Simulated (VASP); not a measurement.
# MnO2 (Pmmn) in VASP: reference runs

Reference runs on MnO2: the cell as given and a disturbed copy.

Everything below comes from runs of VASP 6.6.1. Logs are shortened: lines on timing, memory, paths and dates and some standing lists are left out, and cuts for length are marked.

### Step 1. The crystal as given

It takes space group Pmmn (No. 59, orthorhombic). The conventional cell has a = 2.904 Å, b = 3.845 Å, c = 6.164 Å, α = 90.00°, β = 90.00°, γ = 90.00°. Mn (site symmetry mm2) has 6 O at 1.83 to 2.05 Å as nearest neighbours. Around O (site symmetry mm2) lie 2 Mn at 1.83 Å. Around O (site symmetry mm2) lie 4 Mn at 1.98 to 2.05 Å.

Measurements of this composition are mostly on another form, of space group No. 136.

### Step 2. Single point, PBE, collinear spin, ferromagnetic start

Contents of INCAR:

```
ALGO = Normal
EDIFF = 1E-7
ENCUT = 520
GGA = PE
ISIF = 2
ISMEAR = -1
ISPIN = 2
LASPH = T
LCHARG = F
LMAXMIX = 4
LORBIT = 11
LREAL = F
LWAVE = F
MAGMOM = 4 4 0 0 0 0
NBANDS = 38
NELM = 120
PREC = Accurate
SIGMA = 0.05
```

Contents of KPOINTS:

```
k-points
0
Gamma
  9 7 5
```

Contents of POSCAR:

```
MnO2
1.0
    2.9041580000      0.0000000000      0.0000000000
    0.0000000000      3.8448100000      0.0000000000
    0.0000000000      0.0000000000      6.1642640000
Mn O
2 4
Direct
    0.5000000000      0.5000000000      0.3433015000
    0.0000000000      0.0000000000      0.6566985000
    0.5000000000      0.0000000000      0.8375675000
    0.0000000000      0.5000000000      0.1624325000
    0.5000000000      0.0000000000      0.4217995000
    0.0000000000      0.5000000000      0.5782005000
```

Potentials or basis: VASP PAW PBE potentials, release 64 (Mn_pv, O).

Command:

```
cat potpaw_PBE.64/Mn_pv/POTCAR potpaw_PBE.64/O/POTCAR > POTCAR
mpirun -np 1 vasp_std > vasp.out
```

OUTCAR:

```text
EDIFF = 1E-7
   ENCUT = 520
   GGA = PE
   ISIF = 2
   ISMEAR = -1
   ISPIN = 2
   LASPH = T
   LORBIT = 11
   LREAL = F
   NELM = 120
   PREC = Accurate

 ion  position               nearest neighbor table
   1  0.500  0.500  0.343-   4 1.83   4 1.83   5 1.98   5 1.98   6 2.05   6 2.05   2 3.09   2 3.09
                             2 3.09   2 3.09
   2  0.000  0.000  0.657-   3 1.83   3 1.83   6 1.98   6 1.98   5 2.05   5 2.05   1 3.09   1 3.09
                             1 3.09   1 3.09
   3  0.500  0.000  0.838-   2 1.83   2 1.83
   4  0.000  0.500  0.162-   1 1.83   1 1.83
   5  0.500  0.000  0.422-   1 1.98   1 1.98   2 2.05   2 2.05
   6  0.000  0.500  0.578-   2 1.98   2 1.98   1 2.05   1 2.05

  LATTYP: Found a simple orthorhombic cell.
 ALAT       =     2.9041580000
 B/A-ratio  =     1.3238983554
 C/A-ratio  =     2.1225649569

  Lattice vectors:

 A1 = (   2.9041580000,   0.0000000000,   0.0000000000)
 A2 = (   0.0000000000,   3.8448100000,   0.0000000000)
 A3 = (   0.0000000000,   0.0000000000,   6.1642640000)

Analysis of symmetry for initial positions (statically):
=====================================================================
 Subroutine PRICEL returns:
 Original cell was already a primitive cell.

 Routine SETGRP: Setting up the symmetry group for a
 simple orthorhombic supercell.

 Subroutine GETGRP returns: Found  8 space group operations
 (whereof  4 operations were pure point group operations)
 out of a pool of  8 trial point group operations.

The static configuration has the point symmetry C_2v.
 The point group associated with its full space group is D_2h.

Analysis of symmetry for dynamics (positions and initial velocities):
=====================================================================
 Subroutine PRICEL returns:
 Original cell was already a primitive cell.

 Routine SETGRP: Setting up the symmetry group for a
 simple orthorhombic supercell.

 Subroutine GETGRP returns: Found  8 space group operations
 (whereof  4 operations were pure point group operations)
 out of a pool of  8 trial point group operations.

The dynamic configuration has the point symmetry C_2v.
 The point group associated with its full space group is D_2h.

Analysis of structural, dynamic, and magnetic symmetry:
=====================================================================
 Subroutine PRICEL returns:
 Original cell was already a primitive cell.

 Routine SETGRP: Setting up the symmetry group for a
 simple orthorhombic supercell.

 Subroutine GETGRP returns: Found  8 space group operations
 (whereof  4 operations were pure point group operations)
 out of a pool of  8 trial point group operations.

The overall configuration has the point symmetry C_2v.
 The point group associated with its full space group is D_2h.

 Subroutine INISYM returns: Found  8 space group operations
 (whereof  4 operations are pure point group operations),
 and found     1 'primitive' translations

----------------------------------------------------------------------------------------

                                     Primitive cell

  volume of cell :      68.8298

  direct lattice vectors                    reciprocal lattice vectors
     2.904158000  0.000000000  0.000000000     0.344333883  0.000000000  0.000000000
     0.000000000  3.844810000  0.000000000     0.000000000  0.260090876  0.000000000
     0.000000000  0.000000000  6.164264000     0.000000000  0.000000000  0.162225369

  length of vectors
     2.904158000  3.844810000  6.164264000     0.344333883  0.260090876  0.162225369

  position of ions in fractional coordinates (direct lattice)
     0.500000000  0.500000000  0.343301500
     0.000000000  0.000000000  0.656698500
     0.500000000  0.000000000  0.837567500
     0.000000000  0.500000000  0.162432500
     0.500000000  0.000000000  0.421799500
     0.000000000  0.500000000  0.578200500

  ion indices of the primitive-cell ions
   primitive index   ion index
                 1           1
                 2           2
                 3           3
                 4           4
                 5           5
                 6           6

----------------------------------------------------------------------------------------

 KPOINTS: k-points

Automatic generation of k-mesh.
 Grid dimensions read from file:
 generate k-points for:    9    7    5

 Generating k-lattice:

  Cartesian coordinates                     Fractional coordinates (reciprocal lattice)
     0.038259320  0.000000000  0.000000000     0.111111111  0.000000000  0.000000000
     0.000000000  0.037155839  0.000000000     0.000000000  0.142857143  0.000000000
     0.000000000  0.000000000  0.032445074     0.000000000  0.000000000  0.200000000

  Length of vectors
     0.038259320  0.037155839  0.032445074

  Shift w.r.t. Gamma in fractional coordinates (k-lattice)
     0.000000000  0.000000000  0.000000000

 Subroutine IBZKPT returns following result:
 ===========================================

 Found     60 irreducible k-points:

 Following reciprocal coordinates:
            Coordinates               Weight
  0.000000  0.000000  0.000000      1.000000
  0.111111  0.000000  0.000000      2.000000
  0.222222  0.000000  0.000000      2.000000
  0.333333  0.000000  0.000000      2.000000
  0.444444  0.000000  0.000000      2.000000
  0.000000  0.142857  0.000000      2.000000
[... 16 lines left out ...]
  0.222222  0.000000  0.200000      4.000000
  0.333333  0.000000  0.200000      4.000000
 [... further k-points ...]
   k-points           NKPTS =     60   k-points in BZ     NKDIM =     60   number of bands    NBANDS=     38
   number of dos      NEDOS =    301   number of ions     NIONS =      6
   total plane-waves  NPLWV =  34560
[... 12 lines left out ...]
   LASPH  =      T    aspherical Exc in radial PAW
   ENCUT  =  520.0 eV  38.22 Ry    6.18 a.u.   5.40  7.15 11.46*2*pi/ulx,y,z
   NELM   =    120;   NELMIN=  2; NELMDL= -5     # of ELM steps
   EDIFF  = 0.1E-06   stopping-criterion for ELM
   LREAL  =      F    real-space projection
   EDIFFG = 0.1E-05   stopping-criterion for IOM
   NSW    =      0    number of steps for IOM
   IBRION =     -1    ionic relax: 0-MD 1-quasi-New 2-CG
[... 8 lines left out ...]
   EMIN   =  10.00;   EMAX   =-10.00  energy-range for DOS
   EFERMI =   0.00;   METHOD = LEGACY
   ISMEAR =    -1;   SIGMA  =   0.05  broadening in eV -4-tet -1-fermi 0-gaus
   EFERMI_NEDOS =   21; number of points for ismear=-14 and -15
   IALGO  =     38    algorithm
   IMIX   =      4    mixing-type and parameters
     AMIX     =   0.40;   BMIX     =  1.00
     AMIX_MAG =   1.60;   BMIX_MAG =  1.00
  volume/ion in A,a.u.               =      11.47        77.41
  Fermi-wavevector in a.u.,A,eV,Ry     =   1.471655  2.781025 29.467074  2.165769
  Thomas-Fermi vector in A             =   2.586765
   LORBIT       =     11    0 simple, 1 ext, 2 COOP (PROOUT), +10 PAW based schemes
   GGA     = PE    functional components
   LHFCALC =     F    Hartree Fock is set to
   AEXX    =    0.0000 exact exchange contribution
   IVDW    =     0    specifies the selected vdW correction
   LEPSILON=     F    determine dielectric tensor
   LRPA    =     F    only Hartree local field effects (RPA)
 spin polarized calculation
  energy-cutoff  :      520.00
  volume of cell :       68.83
 maximum number of plane-waves:      1874
 NGX is ok and might be reduce to    24
   NGX = 11   NGY = 15   NGZ = 23

 number of electron      49.9999975 magnetization       6.0000645

 Free energy of the ion-electron system (eV)
  ---------------------------------------------------
  ext. energy  EPLUGINS =         0.00000000
  ---------------------------------------------------
  free energy    TOTEN  =       -47.00470348 eV

  energy without entropy =      -46.99853250  energy(sigma->0) =      -47.00161799

 E-fermi :   3.0797     XC(G=0): -10.5595

 val. band max:        3.0784420082   @ k =   0.3333   0.0000   0.0000
 cond. band min:       3.0917204238   @ k =   0.2222   0.0000   0.4000
 fundamental gap:      0.0132784156
 Fermi energy:         3.0797484879

 spin component 1

 k-point     1 :       0.0000    0.0000    0.0000
  band No.  band energies     occupation
      1     -47.5695      1.00000
      2     -47.5423      1.00000
      3     -47.5358      1.00000
      4     -47.5052      1.00000
      5     -47.5021      1.00000
      6     -47.4895      1.00000
[... 29 lines left out ...]
     36      15.2082      0.00000
     37      16.9547      0.00000
[... 918 lines left out ...]
     36      16.2047      0.00000
     37      16.6333      0.00000

 [... further k-points ...]

 spin component 2

 k-point     1 :       0.0000    0.0000    0.0000
  band No.  band energies     occupation
      1     -44.5968      1.00000
      2     -44.5822      1.00000
      3     -44.4004      1.00000
      4     -44.3824      1.00000
      5     -44.3634      1.00000
      6     -44.3501      1.00000
[... 29 lines left out ...]
     36      16.2583      0.00000
     37      17.5375      0.00000
[... 918 lines left out ...]
     36      16.6391      0.00000
     37      17.3328      0.00000

 [... further k-points ...]

 [bands above 37 left out]

------------------------ aborting loop because EDIFF is reached ----------------------------------------

  FORCE on cell =-STRESS in cart. coord.  units (eV):
  Direction    XX          YY          ZZ          XY          YZ          ZX
  --------------------------------------------------------------------------------------
  -------------------------------------------------------------------------------------
  Total       -4.3355520     -2.1020218     -1.8503243      0.0000000      0.0000000      0.0000000
  in kB     -100.9203215    -48.9295763    -43.0707143      0.0000000      0.0000000      0.0000000
  external PRESSURE =     -64.3068707 kB  Pullay stress =       0.0000000 kB

 VOLUME and BASIS-vectors are now :
[... 8 lines left out ...]
 POSITION                                       TOTAL-FORCE (eV/Angst)
 -----------------------------------------------------------------------------------
      1.45208      1.92240      2.11620         0.000000      0.000000     -0.315232
      0.00000      0.00000      4.04806         0.000000      0.000000      0.315232
      1.45208      0.00000      5.16299         0.000000      0.000000     -0.668171
      0.00000      1.92240      1.00128         0.000000      0.000000      0.668171
      1.45208      0.00000      2.60008         0.000000      0.000000      0.045191
      0.00000      1.92240      3.56418         0.000000      0.000000     -0.045191
 -----------------------------------------------------------------------------------
    total drift:                                0.000000      0.000000      0.000000

  FREE ENERGIE OF THE ION-ELECTRON SYSTEM (eV)
  ---------------------------------------------------
  free  energy   TOTEN  =       -47.0047034777 eV

  energy  without entropy=      -46.9985324994  energy(sigma->0) =      -47.00161799

 total charge

# of ion       s       p       d       tot
------------------------------------------
    1        0.327   6.389   4.896  11.613
    2        0.327   6.389   4.896  11.613
    3        1.590   3.338   0.000   4.928
    4        1.590   3.338   0.000   4.928
    5        1.569   3.431   0.000   5.000
    6        1.569   3.431   0.000   5.000
--------------------------------------------------
tot          6.974  26.316   9.792  43.082

 magnetization (x)

# of ion       s       p       d       tot
------------------------------------------
    1        0.023   0.025   2.737   2.786
    2        0.023   0.025   2.737   2.786
    3        0.004   0.112   0.000   0.115
    4        0.004   0.112   0.000   0.115
    5        0.007  -0.013   0.000  -0.006
    6        0.007  -0.013   0.000  -0.006
--------------------------------------------------
tot          0.068   0.248   5.475   5.791
```

Run time: 2.8 min. Hardware: 1 thread of Intel Xeon Platinum 8488C (Sapphire Rapids), shared host; peak memory 0.35 GiB.

What came out:

```
Free energy                                           : -47.0047 eV
Pressure                                              : -6.4 GPa
Largest force                                         : 0.668 eV/Å
Band gap on the k mesh                                : none (metal or under the smearing width)
Net moment                                            : 6.00 μB per cell
Site moments                                          : Mn +2.79; O +0.12, -0.01 μB
Valence electrons inside the program's atomic spheres : Mn 11.61; O 4.93, 5.00
```

Forces on the atoms (eV/Å):
```
Mn   0.000  0.000 -0.315
Mn   0.000  0.000  0.315
O    0.000  0.000 -0.668
O    0.000  0.000  0.668
O    0.000  0.000  0.045
O    0.000  0.000 -0.045
```

Caveat: semilocal functionals often make such compounds metallic where correlation or magnetic order opens a gap, which also shifts bond lengths; only a ferromagnetic start was run, and an antiferromagnetic order may lie lower in energy. With open d or f shells a metallic result of PBE can be an artefact of self-interaction; +U or a hybrid may open a gap.

### Step 3. Single point, PBE, collinear spin, ferromagnetic start (atoms moved at random, drawn with an rms of 0.05 Å)

Contents of INCAR:

```
ALGO     = Normal         # electronic algorithm
EDIFF    = 1E-7           # SCF threshold, eV
ENCUT    = 520            # plane-wave cutoff, eV
GGA      = PE             # functional
ISIF     = 2              # what is computed and relaxed
ISMEAR   = -1             # smearing method
ISPIN    = 2              # spin polarisation
LASPH    = T              # aspherical terms in the spheres
LCHARG   = F              # write CHGCAR
LMAXMIX  = 4              # l up to which the mixer works
LORBIT   = 11             # projections on sites
LREAL    = F              # projectors in reciprocal space
LWAVE    = F              # write WAVECAR
MAGMOM   = 4 4 0 0 0 0    # initial moments
NBANDS   = 38             # bands
NELM     = 120            # most SCF steps
PREC     = Accurate       # precision mode
SIGMA    = 0.05           # smearing width, eV
```

KPOINTS is that of step 2.

Contents of POSCAR:

```
MnO2
1.0
    2.9041580000      0.0000000000      0.0000000000
    0.0000000000      3.8448100000      0.0000000000
    0.0000000000      0.0000000000      6.1642640000
Mn O
2 4
Direct
    0.4950450000      0.5019900000      0.3412590000
    0.0215100000      0.0018730000      0.6576710000
    0.5015720000      0.0128910000      0.8411270000
    0.0000970000      0.5004760000      0.1666850000
    0.4855130000      0.0048030000      0.4261520000
    0.0006100000      0.5051970000      0.5796230000
```

Potentials or basis: VASP PAW PBE potentials, release 64 (Mn_pv, O).

Command:

```
cat potpaw_PBE.64/Mn_pv/POTCAR potpaw_PBE.64/O/POTCAR > POTCAR
mpirun -np 1 vasp_std > vasp.out
```

Run time: 7.8 min. Hardware: 1 thread of Intel Xeon Platinum 8488C (Sapphire Rapids), shared host; peak memory 0.61 GiB.

The run converged. Its results:

| Property | Result |
| --- | --- |
| Free energy | -46.9617 eV |
| Pressure | -5.4 GPa |
| Largest force | 0.935 eV/Å |
| Band gap on the k mesh | none (metal or under the smearing width) |
| Net moment | 6.00 μB per cell |
| Site moments | Mn +2.79, +2.78; O +0.11, +0.12, -0.00, -0.01 μB |
| Valence electrons inside the program's atomic spheres | Mn 11.63, 11.62; O 4.92, 4.95, 5.00 |

Forces on the atoms (eV/Å):
```
Mn   0.077  0.028  0.563
Mn  -0.653  0.193  0.641
O    0.247 -0.154 -0.804
O   -0.168  0.029  0.046
O    0.463 -0.071 -0.328
O    0.034 -0.026 -0.118
```

Stress tensor (GPa, compression positive):
```
-8.30  0.01 -0.15
 0.01 -5.04 -0.36
-0.15 -0.36 -2.96
```

Levels at points of the mesh, in eV from the Fermi level:
Spin up:
```
           k point  band 25  band 26  band 27  band 28  band 29  band 30  band 31  band 32
(0.00, 0.00, 0.00)    -1.27    -0.86    -0.16     0.13     0.58     0.70     2.23     2.56
```
Spin down:
```
           k point  band 19  band 20  band 21  band 22  band 23  band 24  band 25  band 26
(0.00, 0.00, 0.00)    -2.57    -2.12    -2.04    -1.65     0.52     0.97     1.18     1.37
```

Caveat: semilocal functionals often make such compounds metallic where correlation or magnetic order opens a gap, which also shifts bond lengths; only a ferromagnetic start was run, and an antiferromagnetic order may lie lower in energy.
